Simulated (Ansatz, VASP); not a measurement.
## GaN: VASP beside Ansatz

```xyz
2
Lattice="0.0000 2.0701 2.1341 2.0701 0.0000 2.1341 2.0701 2.0701 0.0000" Properties=species:S:1:pos:R:3 pbc="T T T"
Ga    0.0000    0.0000    0.0000
N     2.0701    2.0701    2.1341
```

Change from the starting cell: x and y stretched by -3 %, z held, PAW files.

Alike in both runs: task electric field gradients; functional PBE; k mesh 13 × 13 × 13; occupations fermi-dirac, width 0.05 eV; no spin polarisation.

|  | VASP | Ansatz |
| --- | --- | --- |
| version | VASP 6.6.1 | Ansatz 0.2.0 |
| potentials or method | VASP PAW PBE potentials, release 64 (Ga_d, N) | PAW with Ansatz's default frozen-core files, scalar-relativistic |
| plane-wave cutoff (eV) | 520 | 420 |
| valence electrons in the cell | 18 | 18 |

```csv
,VASP,Ansatz,Ansatz less VASP
pressure (GPa),16.0,15.1,-0.90
largest component of the traceless stress (GPa),4.81,4.78,-0.033
Vzz of the field gradient on the site that differs most (V/Å²),24.7,26.0,+1.35
```

Caveats: so large a pressure means that the cell lies far from this level's equilibrium, or that cutoff or potentials fall short (VASP). A k mesh can miss the band edges.
